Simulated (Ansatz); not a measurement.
# Tc under compression and expansion

```
Tc
1.0
     0.00000    1.95000    1.95000
     1.95000    0.00000    1.95000
     1.95000    1.95000    0.00000
Tc
1
Direct
  0.00000 0.00000 0.00000
```

The geometry is COD entry 1534910, unchecked; take it as a test cell.

Theory: DFT, PBE, all-electron LAPW, scalar-relativistic in Ansatz 0.2.0.

For LAPW: a Γ-centred 18×18×18 k mesh, Fermi–Dirac smearing of 0.03 eV, basis error target 0.25 meV/atom, no spin polarisation.

The cell above is scaled evenly, with fractional coordinates and shape held.

| V/V(cell) | V (Å³/atom) | P, LAPW (GPa) |
| --- | --- | --- |
| 0.9500 | 14.088 | ? |
| 0.9750 | 14.459 | 1.03 |
| 1.0000 | 14.830 | ? |
| 1.0250 | 15.200 | -12.52 |
| 1.0500 | 15.571 | -17.97 |

**Question.** Give the missing entry: row "0.9500", column "P, LAPW (GPa)".

**Answer.** 9.35.

**Question.** What belongs in the row "1.0000", column "P, LAPW (GPa)"?

**Answer.** -6.22.

**Question.** What do Birch–Murnaghan fits to the pressures give?

**Answer.** LAPW: V0 = 14.51 Å³/atom, B0 = 298 GPa, B0′ = 4.5.
